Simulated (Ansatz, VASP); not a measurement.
## AlN: VASP beside Ansatz

```
Al N
1.0
     3.34311    0.00000    0.00000
    -1.67155    2.89522    0.00000
     0.00000    0.00000    4.11369
Al N
2 2
Direct
  0.33333 0.66667 0.75000
  0.66667 0.33333 0.25000
  0.33333 0.66667 0.25000
  0.66667 0.33333 0.75000
```

Alike in both runs: task single point; functional PBE; k mesh 9 × 9 × 6; occupations gaussian, width 0.05 eV; no spin polarisation.

```csv
,VASP,Ansatz
version,VASP 6.6.1,Ansatz 0.2.0
potentials or method,"VASP PAW PBE potentials, release 64 (Al, N)","scalar-relativistic, plane waves, PAW"
plane-wave cutoff (eV),520,520
valence electrons in the cell,16,16
```

VASP gave:

```
gap on the k mesh at the Fermi level (eV)       : 3.34
least direct gap on the mesh (eV)               : 3.34
pressure (GPa)                                  : -0.7
largest component of the traceless stress (GPa) : 3.38
```

Q: Estimate Ansatz's values.

A: gap on the k mesh at the Fermi level (eV): 3.33; least direct gap on the mesh (eV): 3.33; pressure (GPa): -0.5; largest component of the traceless stress (GPa): 3.26.
